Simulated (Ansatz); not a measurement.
Fluorite SiO₂, relaxed with r2SCAN in Ansatz 0.2.0. Space group Fm-3m (No. 225), cubic; conventional cell a = 4.528 Å, 7.74 Å³ an atom. Si has 8 O at 1.96 Å; O has 4 Si at 1.96 Å.

The axes x, y and z are those of this cell:
```xyz
3
Lattice="0.0000 2.2642 2.2642 2.2642 0.0000 2.2642 2.2642 2.2642 0.0000" Properties=species:S:1:pos:R:3 pbc="T T T"
Si    0.0000    0.0000    0.0000
O     1.1321    1.1321    1.1321
O     3.3963    3.3963    3.3963
```

Unstrained: The PBE gap is direct at X: 2.085 eV. The r2SCAN gap is direct at X: 2.712 eV. With HSE06 the gap is 3.595 eV and direct, at X. Meshes: PBE 10×10×10, r2SCAN 10×10×10, HSE06 6×6×6. Strains are changes of length per length. After each strain the atoms were relaxed again with r2SCAN within the symmetry that the strain leaves, so tilts or polar shifts that break it weren't tested; points keep the names that they have in the unstrained zone. The calculation is spin-unpolarised, and the structure need not be a phase that has been made.

Problem. Apply isotropic +3.76 % on every length. How far does the gap move, against the unstrained cell?

Solution. PBE: the gap goes from 2.085 to 0.816 eV (-1.269 eV); it turns from direct (X) to indirect (X → Γ). r2SCAN: the gap goes from 2.712 to 1.414 eV (-1.298 eV); it turns from direct (X) to indirect (X → Γ). HSE06: the gap goes from 3.595 to 2.183 eV (-1.412 eV); it turns from direct (X) to indirect (X → Γ). The r2SCAN energy rises by 83.0 meV an atom.

Problem. Estimate what uniaxial +1.29 % along [111], other directions held does to the gap.

Solution. PBE: the gap goes from 2.085 to 2.073 eV (-0.012 eV); the edges move from X to X → Γ; least and direct gap lie within 0.04 eV, so its kind isn't settled. r2SCAN: the gap goes from 2.712 to 2.698 eV (-0.014 eV). HSE06: the gap goes from 3.595 to 3.579 eV (-0.016 eV). The r2SCAN energy rises by 0.5 meV an atom.

The meshes of the hybrids are coarse, so their gaps aren't converged to the digits shown.
